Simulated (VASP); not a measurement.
Input of a VASP 6.6.1 run:

File POSCAR:

```
W
2.8709
    0.000000000000      0.707095335957      0.707095335957
    0.707095335957      0.000000000000      0.707095335957
    0.707095335957      0.707095335957      0.000000000000
W
1
Direct
    0.0000000000      0.0000000000      0.0000000000
```

The input INCAR.step1:

```
SYSTEM = W
ALGO     = Normal         ! electronic algorithm
EDIFF    = 1E-7           ! SCF threshold, eV
ENCUT    = 520            ! plane-wave cutoff, eV
GGA      = PE             ! functional
GGA_COMPAT= .False.      
ISIF     = 2              ! what is computed and relaxed
ISMEAR   = 1              ! smearing method
IVDW     = 13             ! dispersion correction
LASPH    = .True.         ! aspherical terms in the spheres
LCHARG   = .True.         ! write CHGCAR
LMAXMIX  = 4              ! l up to which the mixer works
LORBIT   = 11             ! projections on sites
LREAL    = .False.        ! projectors in reciprocal space
LSORBIT  = .True.         ! spin-orbit coupling
LWAVE    = .False.        ! write WAVECAR
MAGMOM   = 0 0 0          ! initial moments
NELM     = 80             ! most SCF steps
PREC     = Accurate       ! precision mode
SIGMA    = 0.2            ! smearing width, eV
```

File KPOINTS.step1:

```
k-points
0
Gamma
  8 8 8
  0 0 0
```

INCAR.step2

```
SYSTEM = W
ALGO     = Normal         ! electronic algorithm
EDIFF    = 1E-7           ! SCF threshold, eV
ENCUT    = 520            ! plane-wave cutoff, eV
GGA      = PE             ! functional
GGA_COMPAT= .False.      
ICHARG   = 11             ! starting density
ISIF     = 2              ! what is computed and relaxed
ISMEAR   = 0              ! smearing method
IVDW     = 13             ! dispersion correction
LASPH    = .True.         ! aspherical terms in the spheres
LCHARG   = .False.        ! write CHGCAR
LMAXMIX  = 4              ! l up to which the mixer works
LORBIT   = 11             ! projections on sites
LREAL    = .False.        ! projectors in reciprocal space
LSORBIT  = .True.         ! spin-orbit coupling
LWAVE    = .False.        ! write WAVECAR
MAGMOM   = 0 0 0          ! initial moments
NELM     = 80             ! most SCF steps
PREC     = Accurate       ! precision mode
SIGMA    = 0.05           ! smearing width, eV
```

Contents of KPOINTS.step2:

```
path GXWKGLUWLK,UX
20
line-mode
reciprocal
 0.0000000000  0.0000000000  0.0000000000  G
 0.5000000000  0.0000000000  0.5000000000  X

 0.5000000000  0.0000000000  0.5000000000  X
 0.5000000000  0.2500000000  0.7500000000  W

 0.5000000000  0.2500000000  0.7500000000  W
 0.3750000000  0.3750000000  0.7500000000  K

 0.3750000000  0.3750000000  0.7500000000  K
 0.0000000000  0.0000000000  0.0000000000  G

 0.0000000000  0.0000000000  0.0000000000  G
 0.5000000000  0.5000000000  0.5000000000  L

 0.5000000000  0.5000000000  0.5000000000  L
 0.6250000000  0.2500000000  0.6250000000  U

 0.6250000000  0.2500000000  0.6250000000  U
 0.5000000000  0.2500000000  0.7500000000  W

 0.5000000000  0.2500000000  0.7500000000  W
 0.5000000000  0.5000000000  0.5000000000  L

 0.5000000000  0.5000000000  0.5000000000  L
 0.3750000000  0.3750000000  0.7500000000  K

 0.6250000000  0.2500000000  0.6250000000  U
 0.5000000000  0.0000000000  0.5000000000  X
```

Potentials or basis: VASP PAW PBE potentials, release 64 (W_sv).

Launch:

```sh
$ cat potpaw_PBE.64/W_sv/POTCAR > POTCAR
$ cp INCAR.step1 INCAR
$ cp KPOINTS.step1 KPOINTS
$ mpirun -np 1 vasp_ncl > vasp.out
$ cp INCAR.step2 INCAR
$ cp KPOINTS.step2 KPOINTS
$ mpirun -np 1 vasp_ncl > vasp.out
```

Question: Predict the dispersion energy per atom.

Answer: -0.686 eV.

Caveat: the log is that of the step along the path at fixed density, whose energy, stress, charges and moments have no meaning.
